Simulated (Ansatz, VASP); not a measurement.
This is a calculation of Si for VASP 6.6.1.

Contents of POSCAR:

```
Si
1.0
    4.1209500000      0.0000000000      0.0000000000
   -2.0604700000      3.5688500000      0.0000000000
    0.0000000000      0.0000000000      2.6547900000
Si
2
Direct
    0.3333300000      0.6666700000      0.5000000000
    0.6666700000      0.3333300000      0.5000000000
```

INCAR.step1

```
PREC     = Accurate       # precision mode
ENCUT    = 600            # plane-wave cutoff, eV
EDIFF    = 1E-5           # SCF threshold, eV
ISMEAR   = -1             # smearing method
SIGMA    = 0.05           # smearing width, eV
LREAL    = False          # projectors in reciprocal space
LASPH    = True           # aspherical terms in the spheres
NELM     = 100            # most SCF steps
ALGO     = Normal         # electronic algorithm
LWAVE    = True           # write WAVECAR
LCHARG   = False          # write CHGCAR
GGA      = PE             # functional
```

File INCAR.step2:

```
PREC     = Accurate       # precision mode
ENCUT    = 600            # plane-wave cutoff, eV
EDIFF    = 1E-6           # SCF threshold, eV
ISMEAR   = -1             # smearing method
SIGMA    = 0.05           # smearing width, eV
LREAL    = False          # projectors in reciprocal space
LASPH    = True           # aspherical terms in the spheres
NELM     = 100            # most SCF steps
ALGO     = Normal         # electronic algorithm
ISIF     = 3              # what is computed and relaxed
LWAVE    = False          # write WAVECAR
LCHARG   = False          # write CHGCAR
GGA      = PS             # functional
LHFCALC  = True           # exact exchange
AEXX     = 0.25           # exact-exchange fraction
PRECFOCK = Normal       
HFRCUT   = -1           
IBRION   = 2              # ionic algorithm
NSW      = 40             # ionic steps
EDIFFG   = -0.01          # ionic threshold
ISTART   = 1
```

File KPOINTS:

```
Automatic mesh
0
Gamma
  4 4 5
```

Potentials or basis: VASP PAW PBE potentials, release 64 (Si).

The run is started by

```console
$ cat potpaw_PBE.64/Si/POTCAR > POTCAR
$ cp INCAR.step1 INCAR
$ mpirun -np 1 vasp_std > vasp.out
$ cp INCAR.step2 INCAR
$ mpirun -np 1 vasp_std > vasp.out
```

Question: Set up the same calculation for Ansatz 0.2.0. Potentials there: Ansatz PAW.

Answer: As run (the cutoff follows the program's own potentials):

File input.yaml:

```yaml
crystal:
  lattice:
    - [4.12095, 0.0, 0.0]
    - [-2.06047, 3.56885, 0.0]
    - [0.0, 0.0, 2.65479]
  atoms:
    - { symbol: Si, position: [0.33333, 0.66667, 0.5] }
    - { symbol: Si, position: [0.66667, 0.33333, 0.5] }
hamiltonian:
  xc: { exchange: pbesol, correlation: pbesol, exx: { coeff: 0.25 } }
  pseudopotentials: { kind: paw }
kpoints:
  mp_grid: { grid: [4, 4, 5] }
scf:
  occupations: { method: fermi_dirac, width: 0.05 }
output:
  forces: true
  stress: true
  eigenvalues: true
relax:
  f_tol: 0.01
  max_steps: 40
  cell: { stress_tol: 0.05 }
```

Potentials or basis: Ansatz PAW.

Command:

```console
$ ansatz run input.yaml --threads 2 --pin off --max-ram 5632MiB --backend cpu --events-out ev --progress --plain --runs-dir out
```

Both were run:

|  | VASP | Ansatz | Ansatz less VASP |
| --- | --- | --- | --- |
| gap on the k mesh at the Fermi level, each at its own relaxed structure (eV) | none | none | - |
| relaxed volume (Å³/atom) | 18.48 | 18.61 | +0.135 |
| relaxed cell length with the largest relative difference (Å) | 2.530 | 2.539 | +0.0090 |
| energy change over the relaxation (meV/atom) | -41 | -35 | +5.9 |

A gap of «none» marks a metal or a gap that the smearing closes.

Caveats: the k mesh is coarse (spacing up to 0.47 Å⁻¹), so the values aren't converged, least of all with exact exchange; the PAW data sets were made with another functional, which shifts forces and pressure a little (VASP); the plane-wave basis is chosen anew once the cell has moved, so the energies of steps on either side of that aren't comparable (Ansatz); the PAW data sets come from PBE, with cores solved anew for the run's functional, which leaves a small shift of forces and pressure (Ansatz).
